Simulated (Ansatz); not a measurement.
LDA, PBE, PBEsol and r²SCAN on FeCo

```
Fe Co
1.0
     2.85700    0.00000    0.00000
     0.00000    2.85700    0.00000
     0.00000    0.00000    2.85700
Fe Co
1 1
Direct
  0.50000 0.50000 0.50000
  0.00000 0.00000 0.00000
```

Atoms are numbered in the order listed.

Conventional cell: a = 2.857 Å, b = 2.857 Å, c = 2.857 Å, α = 90.00°, β = 90.00°, γ = 90.00°. Fe (atom 1) has 8 Co at 2.47 Å as nearest neighbours. Around Co (atom 2) lie 8 Fe at 2.47 Å.

The cell is COD entry 9004229, as deposited and not checked against the literature; nothing was relaxed.

The magnetic state is the one reached from the start moments; no search over orders was made, so it needn't be the ground state.

One fixed cell is solved with several functionals by PAW with the default files in Ansatz 0.2.0, scalar-relativistically. A positive pressure means that the functional wants a larger cell.

The PAW files were made with PBE; their cores are remade for each functional.

Settings: a Γ-centred 13×13×13 k mesh, Fermi–Dirac smearing of 0.05 eV, cutoff 420 eV, spin-polarised from start moments Fe1 3, Co2 2 μB.

Cutoffs: PBE 420 eV, LDA 420 eV, PBEsol 420 eV, r²SCAN 500 eV.

Problem. One of the runs gave P (GPa) = -3.68, spin moment on Fe1 (μB) = 3.12, lowest spin-up level at Γ above −25 eV, from the valence-band top or, without a gap, the Fermi level (eV) = -9.52. Which setting was it?
A. PBE
B. PBEsol
C. r²SCAN
D. LDA

Solution. C. The full set:
```csv
setting,P (GPa),spin moment on Fe1 (μB),"lowest spin-up level at Γ above −25 eV, from the valence-band top or, without a gap, the Fermi level (eV)"
PBE,-2.33,2.82,-9.08
LDA,-19.20,2.73,-9.07
PBEsol,-11.36,2.81,-9.13
r²SCAN,-3.68,3.12,-9.52
```
